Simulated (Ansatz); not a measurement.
A series in volume scale on Ta

Results calculated with Ansatz 0.2.0, not measured. Periodic Kohn-Sham DFT of a crystal at fixed atoms, scaled to volume_scale times the given cell; pressure positive in compression, energy less spherical unpolarised free atoms, largest_vzz the field gradient of largest size among the nuclei.

The cell before it is scaled or strained (space group Fd-3m, No. 227):
```
cell vectors (Å)
   0.0000     3.0533     3.0533
   3.0533     0.0000     3.0533
   3.0533     3.0533     0.0000
atoms (fractions of the cell vectors)
Ta  0.00000  0.00000  0.00000
Ta  0.25000  0.25000  0.25000
```

Settings of every row: method all-electron LAPW; functional PBE; relativity scalar; k mesh 9x9x9; filling fermi-dirac; smearing width 0.03 eV; basis error target 0.25 meV/atom; nucleus gaussian.

Atom start moment: 0 on all atoms.

Limits: no spin-orbit coupling on heavy atoms; some atoms lie unusually close (a squeezed, shaken or made-up cell).

```csv
row,volume scale,V (Å³/atom),energy less free atoms (eV/atom),pressure (GPa)
1,0.95,27.042,-6.832,3.775
2,0.975,27.753,?,?
3,1,28.465,-6.8479,-0.085
4,1.025,29.176,-6.8438,-1.765
5,1.05,29.888,-6.8325,-3.276
```

Question: what energy less free atoms and pressure should row 2 give?

Worked fit of energy less free atoms. Take u = (V_r/V)^(2/3) − 1 with V_r = 28.82 Å³ an atom, which is twice the finite (Eulerian) strain; such expansions in the strain, on which the Birch-Murnaghan equation of state is built, carry the rest volume and the bulk modulus. The shown rows have u = 0.04337, 0.0083, -0.00815, -0.02397. Least squares give energy less free atoms = −6.84676 − 0.2609 × u + 13.866 × u² eV/atom; a straight line predicts inner rows, each left out in turn, worse (root mean square 0.0096 against 0.00019 eV/atom). The rows lie off it by 0.0000, 0.0001, -0.0001, 0.0000. Its lowest point lies at u = 0.0094, or V = 28.42 Å³ an atom, and the curvature there gives the bulk modulus at fixed shape and fractions, B = (4/9)(1 + u)² E″(u)/V = 70.8 GPa. The withheld row has u = 0.02547, so the fit gives −6.84676 − 0.2609 × (0.02547) + 13.866 × (0.02547)² = -6.8444 eV/atom.

The calculation gave -6.8443 eV/atom. The fit lies 0.0001 eV/atom (0.63 % of the column's range) below it, one unit of the last digit.

Worked fit of pressure. Take u = (V_r/V)^(2/3) − 1 with V_r = 28.82 Å³ an atom, which is twice the finite (Eulerian) strain; such expansions in the strain, on which the Birch-Murnaghan equation of state is built, carry the rest volume and the bulk modulus. The shown rows have u = 0.04337, 0.0083, -0.00815, -0.02397. Least squares give pressure = −0.9432 + 101.472 × u + 169.07 × u² GPa; a straight line predicts inner rows, each left out in turn, worse (root mean square 0.12 against 0.012 GPa). The rows lie off it by -0.001, 0.004, -0.006, 0.002 (root mean square 0.0038 GPa). The pressure vanishes at u = 0.0092, or V = 28.43 Å³ an atom, and there the bulk modulus at fixed shape and fractions is B = −V dP/dV = (2/3)(1 + u) dP/du = 70.4 GPa. The withheld row has u = 0.02547, so the fit gives −0.9432 + 101.472 × (0.02547) + 169.07 × (0.02547)² = 1.751 GPa.

The calculation gave 1.767 GPa. The fit lies 0.016 GPa (0.23 % of the column's range) below it; its largest miss of a shown row is 0.006 GPa.
